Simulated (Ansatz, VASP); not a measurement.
**Sn in VASP and in Ansatz**

Contents of INCAR:

```
PREC = Accurate
ENCUT = 520
EDIFF = 1E-7
ISMEAR = 0
SIGMA = 0.1
LREAL = False
LASPH = True
NELM = 80
ALGO = Normal
ISIF = 2
LWAVE = False
LCHARG = True
GGA = PS
LELF = True
LVHAR = True
NBANDS = 21
```

KPOINTS

```
regular mesh
0
Gamma
  6 6 6
```

File POSCAR:

```
Sn
1.0
    0.0000000000      3.2333428000      3.2333428000
    3.2333428000      0.0000000000      3.2333428000
    3.2333428000      3.2333428000      0.0000000000
Sn
2
Direct
    0.0000000000      0.0000000000      0.0000000000
    0.2500000000      0.2500000000      0.2500000000
```

Input for Ansatz:

```yaml
crystal:
  lattice:
    - [0.0, 3.2333428, 3.2333428]
    - [3.2333428, 0.0, 3.2333428]
    - [3.2333428, 3.2333428, 0.0]
  atoms:
    - { symbol: Sn, position: [0.0, 0.0, 0.0] }
    - { symbol: Sn, position: [0.25, 0.25, 0.25] }
basis:
  ecutwfc: 420
kpoints:
  mp_grid: { grid: [6, 6, 6] }
hamiltonian:
  xc: pbesol
scf:
  occupations: { method: gaussian, width: 0.1 }
output:
  forces: true
  stress: true
  eigenvalues: true
```

This isn't the form of Sn at room conditions, which is tetragonal (white tin).

Alike in both runs: task single point; functional PBEsol; k mesh 6 × 6 × 6; occupations gaussian, width 0.1 eV; no spin polarisation.

```csv
,VASP,Ansatz
version,VASP 6.6.1,Ansatz 0.2.0
potentials or method,"VASP PAW PBE potentials, release 64 (Sn_d)","scalar-relativistic, plane waves, PAW"
plane-wave cutoff (eV),520,420
valence electrons in the cell,28,28
```

VASP gave:

| Quantity | Value |
| --- | --- |
| gap on the k mesh at the Fermi level (eV) | none |
| pressure (GPa) | 1.5 |

Which values does Ansatz return?

gap on the k mesh at the Fermi level (eV): none; pressure (GPa): 1.6.

A gap of «none» marks a metal or a gap that the smearing closes. The functional is the same, so the differences come from potentials, cutoffs and numerics.

Caveats: the PAW data sets were made with another functional, which shifts forces and pressure a little (VASP).
